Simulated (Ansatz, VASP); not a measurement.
**KCl: VASP beside Ansatz**

Contents of INCAR:

```
  PREC = Accurate
  ENCUT = 520
  EDIFF = 1E-8
  ISMEAR = -1
  SIGMA = 0.02
  LREAL = False
  LASPH = True
  NELM = 100
  ALGO = Normal
  ISIF = 2
  LWAVE = False
  LCHARG = False
  GGA = PS
  LEFG = True
  NBANDS = 15
```

The input KPOINTS:

```
Automatic mesh
0
Gamma
  7 7 7
```

Contents of POSCAR:

```
KCl
1.0
    3.6703400000      0.0000000000      0.0000000000
    0.0000000000      3.6703400000      0.0000000000
    0.0000000000      0.0000000000      3.6340000000
K Cl
1 1
Direct
    0.0000000000      0.0000000000      0.0000000000
    0.5000000000      0.5000000000      0.5000000000
```

Input for Ansatz:

```yaml
crystal:
  lattice:
    - [3.67034, 0.0, 0.0]
    - [0.0, 3.67034, 0.0]
    - [0.0, 0.0, 3.634]
  atoms:
    - { symbol: K, position: [0.0, 0.0, 0.0] }
    - { symbol: Cl, position: [0.5, 0.5, 0.5] }
kpoints:
  mp_grid: { grid: [7, 7, 7] }
scf:
  occupations: { method: fermi_dirac, width: 0.02 }
hamiltonian:
  xc: pbesol
  pseudopotentials: { kind: paw }
output:
  forces: true
  stress: true
  eigenvalues: true
  efg: { contact_densities: true }
  write_density: true
  write_potential: true
  elf: true
  volumetric_format: npy
```

Change from the starting cell: equal xx and yy strain of +1 %, PAW files.

Alike in both runs: task electric field gradients; functional PBEsol; k mesh 7 × 7 × 7; occupations fermi-dirac, width 0.02 eV; no spin polarisation.

|  | VASP | Ansatz |
| --- | --- | --- |
| version | VASP 6.6.1 | Ansatz 0.2.0 |
| potentials or method | VASP PAW PBE potentials, release 64 (K_sv, Cl) | PAW with Ansatz's default frozen-core files, scalar-relativistic |
| plane-wave cutoff (eV) | 520 | 420 |
| valence electrons in the cell | 16 | 16 |

VASP gave:

```
gap on the k mesh at the Fermi level (eV)                      : 5.25
pressure (GPa)                                                 : 1.7
largest component of the traceless stress (GPa)                : 0.33
Vzz of the field gradient on the site that differs most (V/Å²) : -2.6
```

Estimate Ansatz's values.

gap on the k mesh at the Fermi level (eV): 5.26; pressure (GPa): 1.7; largest component of the traceless stress (GPa): 0.33; Vzz of the field gradient on the site that differs most (V/Å²): -2.6.

Caveats: the PAW data sets were made with another functional, which shifts forces and pressure a little (VASP); an odd mesh through Γ misses points on the zone boundary, where band edges often lie.
